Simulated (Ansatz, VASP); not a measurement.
This is a calculation of Sb for Ansatz 0.2.0.

The input input.yaml:

```yaml
crystal:
  lattice:
    - [3.1014456505, 0.0, 0.0]
    - [0.0, 4.3183391477, 0.0]
    - [-0.0386538176, 0.0, 4.3762816325]
  atoms:
    - { symbol: Sb, position: [0.011389, 0.25, 0.241166] }
    - { symbol: Sb, position: [0.988611, 0.75, 0.758834] }
hamiltonian:
  xc: pbe
  pseudopotentials: { kind: paw }
kpoints:
  mp_grid: { grid: [9, 6, 6] }
scf:
  occupations: { method: fermi_dirac, width: 0.05 }
output:
  forces: true
  stress: true
  eigenvalues: true
```

Potentials or basis: Ansatz PAW.

The run is started by

```bash
$ ansatz run input.yaml --threads 2 --pin off --max-ram 5120MiB --backend cpu --events-out ev --progress --plain --runs-dir out
```

Q: Set up the same calculation for VASP 6.6.1. Potentials there: VASP PAW PBE potentials, release 64 (Sb).

A: As run (the cutoff follows the program's own potentials):

Contents of INCAR:

```
ALGO = Normal
EDIFF = 1E-7
ENCUT = 520
GGA = PE
ISIF = 2
ISMEAR = -1
LASPH = T
LCHARG = F
LREAL = F
LWAVE = F
NBANDS = 12
NELM = 60
PREC = Accurate
SIGMA = 0.05
```

Contents of KPOINTS:

```
k-points
0
Gamma
  9 6 6
```

The input POSCAR:

```
Sb
1.0
    3.1014456505      0.0000000000      0.0000000000
    0.0000000000      4.3183391477      0.0000000000
   -0.0386538176      0.0000000000      4.3762816325
Sb
2
Direct
    0.0113890000      0.2500000000      0.2411660000
    0.9886110000      0.7500000000      0.7588340000
```

Potentials or basis: VASP PAW PBE potentials, release 64 (Sb).

Launch:

```bash
$ cat potpaw_PBE.64/Sb/POTCAR > POTCAR
$ mpirun -np 1 vasp_std > vasp.out
```

Both were run:

|  | VASP | Ansatz | Ansatz less VASP |
| --- | --- | --- | --- |
| gap on the k mesh at the Fermi level (eV) | none | none | - |
| pressure (GPa) | 1.6 | 1.6 | +0.01 |
| largest component of the traceless stress (GPa) | 0.25 | 0.25 | +0.005 |
| rms of the force components (eV/Å) | 0.053 | 0.048 | -0.0044 |

Atom by atom the forces differ by 0.005 eV/Å (rms over components). A gap of «none» marks a metal or a gap that the smearing closes. The two sets of potentials don't hold the same shells in valence.

The runs have no spin-orbit coupling, so splittings on Sb are missing.
